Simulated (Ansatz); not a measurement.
## GaP (F-43m), stationary points along a deformation path

All numbers below come from Ansatz, DFT PBE, scalar-relativistic, plane waves, PAW. Cutoff 420 eV, Γ-centred 10×10×10 k-points, Gaussian smearing of 0.05 eV. No spin polarisation. Energies are free energies at this smearing, counted from the undisturbed cell; pressure is positive in compression.

Zero of the scan (relaxed at this level):

```
Ga P
1.0
     0.00000    2.75254    2.75254
     2.75254    0.00000    2.75254
     2.75254    2.75254    0.00000
Ga P
1 1
Direct
  0.00000 0.00000 0.00000
  0.75000 0.75000 0.75000
```

At fixed volume and fractional coordinates, lengths along (0.000, 0.000, 1.000) are scaled against those across it; ρ is that ratio over its starting value. V = 20.854 Å³/atom. Δσ is the stress along the axis less the mean stress across it (compression positive).

```csv
ρ,ΔE (meV/atom),Δσ (GPa),space group
0.650,326.4,12.18,I-4m2
0.707,240.0,11.65,I-4m2
0.780,141.8,10.95,I-4m2
0.850,68.1,8.63,I-4m2
0.920,19.8,5.20,I-4m2
0.960,5.0,2.76,I-4m2
1.000,0.0,0.00,F-43m
1.050,8.0,-3.86,I-4m2
1.100,31.9,-8.10,I-4m2
1.200,127.0,-17.35,I-4m2
1.300,278.5,-25.48,I-4m2
1.414,485.6,-28.04,I-4m2
1.500,623.6,-26.10,I-4m2
```

Problem. How does the stress give the slope of the energy, and where is the energy stationary?

Solution. Along the path d ln(length) is 2/3 d ln ρ on the axis and −1/3 d ln ρ across it, so dE/d ln ρ = −(2/3) V Δσ: the energy falls with ρ where Δσ is positive. Δσ vanishes or changes sign at ρ = 1.000 (F-43m), a minimum at 0.0 meV/atom. Pairs of stationary points between two samples would go unseen, and could change a minimum read from distant neighbours into a maximum. At ρ = 1.000 the cell is cubic, where symmetry alone makes the stress isotropic and the slope zero.

Problem. Which shear constant sets the curvature at ρ = 1?

Solution. For a cubic crystal E/V = (2/3) C (ln ρ)² with C = C′ = (C11 − C12)/2, so Δσ = −2C ln ρ. The parabola of Δσ against ln ρ through ρ = 0.960, 1 and 1.050 gives C ≈ 36 GPa with the ions clamped, rough because the steps are large.

Problem. Integrate that slope from ρ = 1 to 1.200 by the trapezoid rule.

Solution. With V/N in Å³ and 1 eV/Å³ = 160.2 GPa the slopes at ρ = 1.000, 1.050, 1.100, 1.200 are 0, 335, 703, 1505 meV/atom per unit of ln ρ. The steps add 8.2 + 24.1 + 96.1 = 128.4 meV/atom, against 127.0 from the energies; the trapezoid rule misses the curvature of the slope within each step.

The gap closes along the scan, which can put kinks into the curve.

Cost: 13 runs of about 1.9 core-minutes in all, on Intel Xeon Platinum 8259CL (Skylake/Cascade Lake) (shared hosts).